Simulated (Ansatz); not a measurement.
**CdS (Hawleyite) under changes of volume**

One of the cells (24.808 Å³/atom); the others are scaled copies at fixed shape and fractional positions:

```
Cd S
1.0
     0.00000    2.91650    2.91650
     2.91650    0.00000    2.91650
     2.91650    2.91650    0.00000
Cd S
1 1
Direct
  0.00000 0.00000 0.00000
  0.75000 0.75000 0.75000
```

- Program: Ansatz 0.2.0
- Functional: RPBE
- Potentials or basis: Ansatz PAW
- Cutoff: 420 eV (not typed: the program's choice for these potentials)
- k mesh: 8 × 8 × 8
- Occupations: fermi-dirac, width 0.05 eV
- Spin: no spin polarisation

```csv
volume (Å³/atom),energy over the lowest point (meV/atom),pressure (GPa),gap on the mesh (eV)
23.319,?,?,?
23.815,70.53,8.2,1.42
24.312,47.80,6.5,1.37
24.808,29.83,5.1,1.33
25.304,16.14,3.8,1.29
25.800,6.33,2.6,1.25
26.296,0.00,1.5,1.20
```

Task: What does the run at 23.319 Å³/atom give?

Result: Energy over the lowest point 98.56 meV/atom; pressure 10.0 GPa; gap on the mesh 1.46 eV.

Worked out: A Birch-Murnaghan fit of order 3 (a polynomial in V^(-2/3)) to the other rows has no minimum within the range. It gives 98.46 meV/atom at 23.319 Å³/atom, against the run's 98.56, and -dE/dV = 9.9 GPa, against 10.0. A straight line through the other rows of the gap, of slope -2.16 eV per unit of ln V (its deformation potential), extrapolates to 1.46 eV, against the run's 1.46.

Energies are extrapolated to zero smearing.

Caveats: the PAW data sets come from PBE, with cores solved anew for the run's functional, which leaves a small shift of forces and pressure.

Spin-orbit coupling on Cd is left out.
